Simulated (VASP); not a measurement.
# I (I4/mmm) in VASP: settings compared

The runs below take I through density of states, optical spectrum, with vdW-DF-cx, PBE+TS.

All numbers are computed with VASP 6.6.1; they aren't measurements. Logs are shortened: lines on timing, memory, paths and dates and some standing lists are left out, and cuts for length are marked.

**1. Starting point**

The structure is tetragonal, space group I4/mmm (No. 139). The conventional cell has a = 3.235 Å, b = 3.235 Å, c = 8.530 Å, α = 90.00°, β = 90.00°, γ = 90.00°. I (site symmetry 4/mmm) is surrounded by 4 I at 3.23 Å.

**2. Density of states, vdW-DF-cx**

Contents of run.py:

```python
from ase.calculators.vasp import Vasp
from ase.dft.dos import DOS
from ase.spacegroup import crystal

atoms = crystal(
    ['I'],
    basis=[[0.0, 0.0, 0.0]],
    spacegroup=139,
    setting=1,
    cellpar=[3.234912, 3.234912, 8.529616, 90.0, 90.0, 90.0],
    primitive_cell=True,
)
calc = Vasp(
    directory='calc',
    xc='vdw-df-cx',
    pp='PBE',
    setups='minimal',
    prec='Accurate',
    encut=500,
    ediff=1e-06,
    ismear=0,
    sigma=0.05,
    lreal=False,
    lasph=True,
    nelm=80,
    algo='Normal',
    isif=2,
    lwave=False,
    lcharg=False,
    lorbit=11,
    kpts=[11, 11, 11],
    gamma=True,
)
atoms.calc = calc

print('energy (eV):', atoms.get_potential_energy())
print('free energy (eV):', atoms.get_potential_energy(force_consistent=True))
print('forces (eV/A):')
print(atoms.get_forces())
print('stress (eV/A^3, Voigt):', atoms.get_stress())
print('Fermi level (eV):', calc.get_fermi_level())
dos = DOS(calc, width=0.1, window=(-10, 10), npts=201)
print('E - E_F (eV), DOS (1/eV)')
for e, g in zip(dos.get_energies(), dos.get_dos()):
    print(f'{e:8.3f} {g:10.4f}')
```

Potentials or basis: VASP PAW PBE potentials, release 64 (I).

Started as:

```bash
$ python run.py
```

The log of the run:

```text
<dir> UserWarning: vdW has been enabled, however no location for the vdw_kernel.bindat file has been specified. Set ASE_VASP_VDW environment variable to copy the vdW kernel.
  warnings.warn(
energy (eV): 0.48974644
free energy (eV): 0.48900405
forces (eV/A):
[[0. 0. 0.]]
stress (eV/A^3, Voigt): [ 0.00611834  0.00611834  0.00802256  0.         -0.         -0.        ]
Fermi level (eV): 2.62809697
E - E_F (eV), DOS (1/eV)
 -10.000     0.0000
  -9.900     0.0000
  -9.800     0.0000
  -9.700     0.0000
  -9.600     0.0000
  -9.500     0.0000
  -9.400     0.0000
  -9.300     0.0000
  -9.200     0.0000
  -9.100     0.0000
  -9.000     0.0000
  -8.900     0.0000
  -8.800     0.0000
  -8.700     0.0000
  -8.600     0.0000
  -8.500     0.0000
  -8.400     0.0000
  -8.300     0.0000
  -8.200     0.0000
  -8.100     0.0000
  -8.000     0.0000
  -7.900     0.0000
  -7.800     0.0000
  -7.700     0.0000
  -7.600     0.0000
  -7.500     0.0000
  -7.400     0.0000
  -7.300     0.0000
  -7.200     0.0000
  -7.100     0.0000
  -7.000     0.0000
  -6.900     0.0000
  -6.800     0.0000
  -6.700     0.0000
  -6.600     0.0000
  -6.500     0.0000
  -6.400     0.0000
  -6.300     0.0000
  -6.200     0.0000
  -6.100     0.0000
  -6.000     0.0000
  -5.900     0.0000
  -5.800     0.0000
  -5.700     0.0000
  -5.600     0.0000
  -5.500     0.0000
  -5.400     0.0000
  -5.300     0.0005
  -5.200     0.0342
  -5.100     0.3842
  -5.000     0.9657
  -4.900     0.6177
  -4.800     0.6109
  -4.700     0.6003
  -4.600     0.1330
  -4.500     0.5020
  -4.400     1.1115
  -4.300     1.0943
  -4.200     0.8665
  -4.100     1.3934
  -4.000     1.0607
  -3.900     0.7089
  -3.800     0.9539
  -3.700     0.8066
  -3.600     0.3350
  -3.500     0.4539
  -3.400     0.8429
  -3.300     0.8441
  -3.200     1.3822
  -3.100     1.5217
  -3.000     1.1283
  -2.900     1.0841
  -2.800     0.8709
  -2.700     0.7212
  -2.600     1.0244
  -2.500     1.0855
  -2.400     0.9621
  -2.300     1.1117
  -2.200     1.4377
  -2.100     1.4393
  -2.000     1.6141
  -1.900     1.6561
  -1.800     1.4574
  -1.700     1.6665
  -1.600     1.8412
  -1.500     1.7879
  -1.400     1.5677
  -1.300     1.3860
  -1.200     1.2051
  -1.100     0.8356
  -1.000     1.1812
  -0.900     1.0622
  -0.800     0.6542
  -0.700     1.0530
  -0.600     0.7595
  -0.500     0.7122
  -0.400     0.5056
  -0.300     0.0565
  -0.200     0.0610
  -0.100     0.4386
   0.000     0.8997
   0.100     0.7168
   0.200     0.7026
   0.300     0.4485
   0.400     0.3313
   0.500     0.6880
   0.600     0.4240
   0.700     0.7142
   0.800     1.1941
   0.900     1.0041
   1.000     1.0406
   1.100     0.3388
   1.200     0.3309
   1.300     0.2362
   1.400     0.1934
   1.500     0.3860
   1.600     0.3783
   1.700     0.3252
   1.800     0.0546
   1.900     0.0013
   2.000     0.0000
   2.100     0.0000
   2.200     0.0000
   2.300     0.0000
   2.400     0.0000
   2.500     0.0000
   2.600     0.0000
   2.700     0.0000
   2.800     0.0000
   2.900     0.0000
   3.000     0.0000
   3.100     0.0000
   3.200     0.0000
   3.300     0.0000
   3.400     0.0000
   3.500     0.0000
   3.600     0.0000
   3.700     0.0000
   3.800     0.0000
   3.900     0.0008
   4.000     0.0340
   4.100     0.2444
   4.200     0.3324
   4.300     0.1573
   4.400     0.0940
   4.500     0.0346
   4.600     0.0892
   4.700     0.3733
   4.800     0.9463
   4.900     0.7348
   5.000     0.4958
   5.100     0.2527
   5.200     0.4641
   5.300     1.1179
   5.400     1.4520
   5.500     1.0417
   5.600     0.5792
   5.700     1.0843
   5.800     1.5426
   5.900     1.3312
   6.000     0.8056
   6.100     1.0629
   6.200     1.3741
   6.300     1.0565
   6.400     0.9180
   6.500     1.4700
   6.600     1.4654
   6.700     1.1862
   6.800     0.6826
   6.900     0.4831
   7.000     0.8806
   7.100     0.7706
   7.200     0.4800
   7.300     0.8052
   7.400     1.1619
   7.500     1.2916
   7.600     1.1158
   7.700     0.8719
   7.800     1.1281
   7.900     1.0279
   8.000     0.9227
   8.100     1.1392
   8.200     1.1807
   8.300     1.2522
   8.400     1.3328
   8.500     1.3663
   8.600     1.6531
   8.700     1.4238
   8.800     1.3936
   8.900     1.3279
   9.000     1.2026
   9.100     1.2962
   9.200     1.4899
   9.300     1.4371
   9.400     1.0827
   9.500     0.9082
   9.600     0.6097
   9.700     0.7653
   9.800     1.0409
   9.900     0.7141
  10.000     0.6464
```

It took 78 s on 1 thread of Intel Xeon Platinum 8559C (Emerald Rapids), shared host; peak memory 0.47 GiB.

What came out:

```yaml
Free_energy: 0.4890 eV
Pressure: -1.1 GPa
Band_gap_on_the_k_mesh: none (metal or under the smearing width)
Valence_electrons_inside_the_program's_atomic_spheres: I 4.17
```

States per cell in windows of 1 eV (zero at the Fermi level; states under -8 eV left out):
```csv
from (eV),total,I1_p,I1_d,I1_s
-8.0,0.00,0.00,0.00,0.00
-7.0,0.00,0.00,0.00,0.00
-6.0,0.02,0.01,0.00,0.00
-5.0,0.83,0.39,0.00,0.01
-4.0,0.89,0.44,0.00,0.01
-3.0,1.09,0.53,0.01,0.01
-2.0,1.49,0.81,0.01,0.01
-1.0,0.66,0.39,0.01,0.01
0.0,0.75,0.49,0.01,0.01
1.0,0.27,0.19,0.00,0.00
2.0,0.00,0.00,0.00,0.00
3.0,0.00,0.00,0.00,0.00
4.0,0.30,0.01,0.04,0.01
5.0,0.95,0.03,0.11,0.01
6.0,1.04,0.07,0.14,0.01
7.0,0.97,0.06,0.17,0.01
```

Caveat: the PAW data sets were made with another functional, which shifts forces and pressure a little; an odd number of electrons without spin polarisation forces a metal; a magnetic or distorted state may lie lower. The run has no spin-orbit coupling, so splittings on I are missing.

**3. Optical spectrum, PBE+TS**

Contents of INCAR:

```
  PREC = Accurate
  ENCUT = 520
  EDIFF = 1E-6
  ISMEAR = -1
  SIGMA = 0.05
  LREAL = False
  LASPH = True
  NELM = 60
  ALGO = Normal
  ISIF = 2
  LWAVE = False
  LCHARG = False
  GGA = PE
  IVDW = 2
  LOPTICS = True
  NBANDS = 36
  NEDOS = 2000
  CSHIFT = 0.1
```

Contents of KPOINTS:

```
Automatic mesh
0
Gamma
  11 11 11
```

Contents of POSCAR:

```
I
1.0
   -1.6174560000      1.6174560000      4.2648080000
    1.6174560000     -1.6174560000      4.2648080000
    1.6174560000      1.6174560000     -4.2648080000
I
1
Cartesian
    0.0000000000      0.0000000000      0.0000000000
```

Potentials or basis: VASP PAW PBE potentials, release 64 (I).

Started as:

```bash
$ cat potpaw_PBE.64/I/POTCAR > POTCAR
$ mpirun -np 1 vasp_std > vasp.out
```

OUTCAR:

```text
PREC = Accurate
   ENCUT = 520
   EDIFF = 1E-6
   ISMEAR = -1
   LREAL = False
   LASPH = True
   NELM = 60
   ISIF = 2
   GGA = PE
   IVDW = 2
  IVDW =   2

 ion  position               nearest neighbor table
   1  0.000  0.000  0.000-

  LATTYP: Found a body centered tetragonal cell.
 ALAT       =     3.2349120000
 C/A-ratio  =     2.6367381864

  Lattice vectors:

 A1 = (  -1.6174560000,   1.6174560000,   4.2648080000)
 A2 = (   1.6174560000,  -1.6174560000,   4.2648080000)
 A3 = (   1.6174560000,   1.6174560000,  -4.2648080000)

Analysis of symmetry for initial positions (statically):
[... 981 lines left out ...]
     1.34366     2.92711     2.92711     0.00998    -0.00000    -0.00000    -0.00000
     2.01548     0.87376     0.87376     0.02548    -0.00000    -0.00000     0.00000
     2.68731     0.43135     0.43135     0.04089    -0.00000    -0.00000    -0.00000
     3.35914     0.22850     0.22850     0.05113    -0.00000    -0.00000     0.00000
[... 92 lines left out ...]
    65.83913     0.00014     0.00014     0.00017    -0.00000    -0.00000     0.00000
    66.51095     0.00014     0.00014     0.00016    -0.00000    -0.00000     0.00000

  frequency dependent      REAL DIELECTRIC FUNCTION (independent particle, no local field effects) density-density
     E(ev)        X           Y           Z          XY          YZ          ZX
  --------------------------------------------------------------------------------------------------------------
     0.00000  1425.27965  1425.27965     3.23454    -0.00000    -0.00000     0.00000
     0.67183   -73.30752   -73.30752     3.24905    -0.00000    -0.00000     0.00000
     1.34366   -16.56657   -16.56657     3.29556    -0.00000    -0.00000     0.00000
     2.01548    -5.85979    -5.85979     3.38683    -0.00000    -0.00000     0.00000
     2.68731    -2.05056    -2.05056     3.44042    -0.00000    -0.00000     0.00000
     3.35914    -0.23393    -0.23393     3.61855    -0.00000    -0.00000     0.00000
[... 92 lines left out ...]
    65.83913     0.95448     0.95448     0.94660    -0.00000     0.00000    -0.00000
    66.51095     0.95543     0.95543     0.94773    -0.00000     0.00000    -0.00000

  frequency dependent IMAGINARY DIELECTRIC FUNCTION (independent particle, no local field effects) current-current
     E(ev)      X         Y         Z        XY        YZ        ZX
  --------------------------------------------------------------------------------------------------------------
     0.00000   367.00629   367.00629    13.31080    -0.00000     0.00000     0.00000
     0.67183     0.53154     0.53154     0.67424    -0.00000     0.00000     0.00000
     1.34366     0.25516     0.25516     0.35191    -0.00000     0.00000     0.00000
     2.01548     0.18569     0.18569     0.26308    -0.00000     0.00000     0.00000
     2.68731     0.20263     0.20263     0.22205    -0.00000     0.00000     0.00000
     3.35914     0.15434     0.15434     0.20712    -0.00000     0.00000     0.00000
[... 92 lines left out ...]
    65.83913     0.00001     0.00001     0.00001     0.00000     0.00000     0.00000
    66.51095     0.00001     0.00001     0.00001     0.00000     0.00000     0.00000

  frequency dependent      REAL DIELECTRIC FUNCTION (independent particle, no local field effects) current-current
     E(ev)        X           Y           Z          XY          YZ          ZX
  --------------------------------------------------------------------------------------------------------------
     0.00000   -86.10748   -86.10748     3.23433    -0.00000     0.00000     0.00000
     0.67183    -0.20976    -0.20976     3.24881    -0.00000     0.00000     0.00000
     1.34366     1.96273     1.96273     3.29526    -0.00000     0.00000     0.00000
     2.01548     2.39051     2.39051     3.38597    -0.00000     0.00000     0.00000
     2.68731     2.58817     2.58817     3.43903    -0.00000     0.00000     0.00000
     3.35914     2.73744     2.73744     3.61677    -0.00000     0.00000     0.00000
[... 92 lines left out ...]
    65.83913     0.96222     0.96222     0.94660     0.00000    -0.00000    -0.00000
    66.51095     0.96302     0.96302     0.94773     0.00000    -0.00000    -0.00000
```

OSZICAR:

```text
N       E                     dE             d eps       ncg     rms          rms(c)
DAV:   1     0.272625762816E+02    0.27263E+02   -0.18437E+03  9072   0.133E+02
DAV:   2    -0.519428093742E+00   -0.27782E+02   -0.26204E+02 11500   0.463E+01
DAV:   3    -0.144354992474E+01   -0.92412E+00   -0.91478E+00 11252   0.694E+00
DAV:   4    -0.145031072252E+01   -0.67608E-02   -0.67592E-02 10912   0.638E-01
DAV:   5    -0.145039439186E+01   -0.83669E-04   -0.83667E-04 10912   0.655E-02    0.485E+00
DAV:   6    -0.142949318399E+01    0.20901E-01   -0.54108E-03 10788   0.172E-01    0.296E+00
DAV:   7    -0.142115990384E+01    0.83333E-02   -0.11286E-02 10724   0.256E-01    0.131E-01
DAV:   8    -0.142127506929E+01   -0.11517E-03   -0.17377E-03 10252   0.901E-02    0.434E-02
DAV:   9    -0.142127742780E+01   -0.23585E-05   -0.24676E-05 11268   0.108E-02    0.177E-02
DAV:  10    -0.142127757426E+01   -0.14646E-06   -0.19774E-06 10632   0.326E-03
   1 F= -.15953969E+01 E0= -.15922834E+01  d E =-.622689E-02
 imaginary and real dielectric function
```

It took 2.5 min on 1 thread of Intel Xeon Platinum 8488C (Sapphire Rapids), shared host; peak memory 0.34 GiB.

Results:

| Property | Result |
| --- | --- |
| Free energy | -1.5954 eV |
| Pressure | -0.8 GPa |
| Band gap on the k mesh | none (metal or under the smearing width) |
| Dispersion energy per atom | -0.174 eV |

Levels at points of the mesh, in eV from the Fermi level:
| k point | band 1 | band 2 | band 3 | band 4 | band 5 | band 6 | band 7 | band 8 |
| --- | --- | --- | --- | --- | --- | --- | --- | --- |
| (0.00, 0.00, 0.00) | -13.79 | -2.35 | 0.78 | 0.78 | 4.17 | 7.28 | 7.93 | 12.47 |

Dielectric function (mean over the directions given):
| energy (eV) | real part | imaginary part |
| --- | --- | --- |
| 0.40 | -122.91 | 87.40 |
| 0.87 | -27.34 | 7.28 |
| 1.34 | -9.95 | 1.95 |
| 1.88 | -3.64 | 0.72 |
| 2.35 | -1.22 | 0.41 |
| 2.89 | 0.24 | 0.25 |
| 3.36 | 1.05 | 0.17 |
| 3.90 | 1.73 | 0.12 |
| 4.37 | 2.24 | 0.11 |
| 4.90 | 2.75 | 0.15 |
| 5.37 | 3.31 | 0.15 |
| 5.91 | 4.12 | 0.27 |
| 6.38 | 5.64 | 0.69 |
| 6.92 | 6.35 | 4.36 |
| 7.39 | 3.34 | 7.00 |
| 7.86 | 2.27 | 6.03 |
| 8.40 | -0.33 | 3.62 |
| 8.87 | -0.13 | 4.44 |
| 9.41 | -0.05 | 1.73 |
| 9.88 | 1.33 | 2.54 |
| 10.41 | -0.26 | 3.95 |
| 10.88 | -0.93 | 2.27 |
| 11.42 | -0.33 | 1.98 |
| 11.89 | -0.12 | 1.81 |
| 12.43 | -0.24 | 2.05 |
| 12.90 | -0.91 | 1.33 |
| 13.44 | -0.36 | 1.37 |
| 13.91 | -0.59 | 0.87 |
| 14.38 | -0.40 | 0.91 |
| 14.91 | -0.31 | 0.70 |
| 15.38 | -0.23 | 0.50 |
| 15.92 | -0.01 | 0.46 |
| 16.39 | 0.07 | 0.55 |
| 16.93 | -0.12 | 0.48 |
| 17.40 | 0.01 | 0.34 |
| 17.94 | 0.09 | 0.30 |
| 18.41 | 0.13 | 0.20 |
| 18.95 | 0.25 | 0.16 |
| 19.42 | 0.30 | 0.20 |
| 19.95 | 0.37 | 0.16 |

Caveat: atom-pairwise D2, TS and ULG terms overbind metals; spectra need much finer meshes, so this one isn't converged; independent-particle spectra lack excitons; the intraband (Drude) part of a metal's response may be missing; an odd number of electrons without spin polarisation forces a metal; a magnetic or distorted state may lie lower; pairwise dispersion overbinds metals, which lowers pressure and volume. The run has no spin-orbit coupling, so splittings on I are missing.

**4. For comparison**

An earlier run on the cell as given: functional PBE; potentials or basis VASP PAW PBE potentials, release 64 (I); cutoff 520 eV; k mesh 11 × 11 × 11; occupations fermi-dirac, width 0.05 eV; no spin polarisation.

- Pressure: 0.1 GPa
- Band gap on the k mesh: none (metal or under the smearing width)

**5. Summary**

```tsv
task	level	cutoff (eV)	smearing	gap on the mesh (eV)	pressure (GPa)
density of states	vdW-DF-cx	500	gaussian 0.05 eV	none	-1.1
optical spectrum	PBE+TS	520	fermi-dirac 0.05 eV	none	-0.8
single point	PBE	520	fermi-dirac 0.05 eV	none	0.1
```

Alike in all rows: potentials or basis VASP PAW PBE potentials, release 64 (I); no spin polarisation; cell as given; k mesh 11 × 11 × 11.

Every run on the cell as given and a fine mesh finds a metal. The pressure there spans -1.1 GPa (vdW-DF-cx) to 0.1 GPa (PBE); a positive pressure means that this level wants a larger cell, a negative one a smaller.

Caveats: an odd number of electrons without spin polarisation forces a metal; a magnetic or distorted state may lie lower; the PAW data sets were made with another functional, which shifts forces and pressure a little (some runs); atom-pairwise D2, TS and ULG terms overbind metals (some runs); spectra need much finer meshes, so this one isn't converged (some runs); independent-particle spectra lack excitons (some runs); the intraband (Drude) part of a metal's response may be missing (some runs).

Absolute energies hang on the potentials; compare differences alone.
